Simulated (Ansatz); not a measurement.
**(110) slab of zincblende MgTe, 20.5 Å thick as cut, bare faces**

Ansatz, PAW, plane waves, no spin–orbit coupling unless named; atoms relaxed with PBEsol, the curve by HSE06. The curve holds the local part of the PAW potentials, so its shape inside matter depends on the files.

```cif
data_structure
_symmetry_space_group_name_H-M 'P 1'
_symmetry_Int_Tables_number 1
_cell_length_a 4.5529
_cell_length_b 6.4388
_cell_length_c 33.4882
_cell_angle_alpha 90.000
_cell_angle_beta 90.000
_cell_angle_gamma 90.000
_cell_volume 981.72
loop_
_atom_site_label
_atom_site_type_symbol
_atom_site_fract_x
_atom_site_fract_y
_atom_site_fract_z
_atom_site_occupancy
Mg1 Mg 0.00005 0.01119 0.74168 1
Mg2 Mg 0.00051 0.00946 0.46687 1
Mg3 Mg 0.00090 0.93444 0.21116 1
Mg4 Mg 0.00020 0.01081 0.60314 1
Mg5 Mg 0.00080 0.00937 0.33168 1
Mg6 Mg 0.50026 0.50935 0.66845 1
Mg7 Mg 0.50049 0.51113 0.39701 1
Mg8 Mg 0.49994 0.43408 0.78901 1
Mg9 Mg 0.50036 0.50953 0.53325 1
Mg10 Mg 0.50058 0.51185 0.25842 1
Te1 Te 0.00026 0.25708 0.67166 1
Te2 Te 0.00053 0.26092 0.39905 1
Te3 Te 0.99994 0.23485 0.81184 1
Te4 Te 0.00038 0.25959 0.53477 1
Te5 Te 0.00073 0.26154 0.26375 1
Te6 Te 0.50026 0.76076 0.60107 1
Te7 Te 0.50077 0.75727 0.32848 1
Te8 Te 0.50001 0.76113 0.73641 1
Te9 Te 0.50051 0.75967 0.46538 1
Te10 Te 0.50089 0.73545 0.18827 1
```

Planar mean of the electrostatic potential energy along the normal, from the vacuum level:

```
z (Å)  v (eV)
 0.00    0.00
 0.30    0.00
 0.74    0.00
 1.04    0.00
 1.34    0.00
 1.64    0.00
 2.08    0.00
 2.38    0.00
 2.68    0.00
 2.98    0.00
 3.42   -0.01
 3.72   -0.02
 4.02   -0.05
 4.32   -0.11
 4.76   -0.38
 5.06   -0.87
 5.36   -2.04
 5.66   -3.38
 6.10   -3.14
 6.40   -3.73
 6.70   -6.32
 7.14   -7.64
 7.44   -5.75
 7.74   -4.91
 8.04   -6.22
 8.48   -7.82
 8.78   -6.88
 9.08   -5.88
 9.38   -5.37
 9.82   -3.85
10.12   -4.27
10.42   -5.40
10.72   -6.03
11.16   -6.99
11.46   -6.92
11.76   -5.44
12.06   -3.84
12.50   -4.72
12.80   -6.35
13.10   -7.03
13.54   -6.48
13.84   -5.90
14.14   -4.85
14.44   -3.74
14.88   -5.21
15.18   -6.17
15.48   -6.64
15.78   -6.93
16.22   -5.89
16.52   -4.27
16.82   -3.73
17.12   -5.06
17.56   -6.86
17.86   -6.81
18.16   -6.44
18.46   -5.78
18.90   -3.92
19.20   -4.15
19.50   -5.44
19.80   -6.22
20.24   -6.92
20.54   -6.87
20.84   -5.62
21.28   -3.64
21.58   -4.50
21.88   -6.29
22.18   -7.14
22.62   -6.33
22.92   -5.76
23.22   -4.93
23.52   -3.79
23.96   -4.97
24.26   -5.61
24.56   -6.29
24.86   -7.46
25.30   -7.11
25.60   -5.38
25.90   -5.06
26.20   -6.69
26.64   -7.52
26.94   -4.93
27.24   -3.17
27.68   -3.54
27.98   -2.85
28.28   -1.34
28.58   -0.58
29.02   -0.17
29.32   -0.07
29.62   -0.03
29.92   -0.01
30.36    0.00
30.66    0.00
30.96    0.00
31.26    0.00
31.70    0.00
32.00    0.00
32.30    0.00
32.60    0.00
33.04    0.00
33.34    0.00
```

Question: How far below the vacuum level do the top filled and the lowest empty level lie, by each functional?

Answer: PBEsol: 5.86 and 3.44 eV (gap 2.43 eV, a 6×4×1 mesh); HSE06: 6.41 and 3.06 eV (gap 3.35 eV, a 4×3×1 mesh). Either level can be a surface state and not a band edge of the crystal.
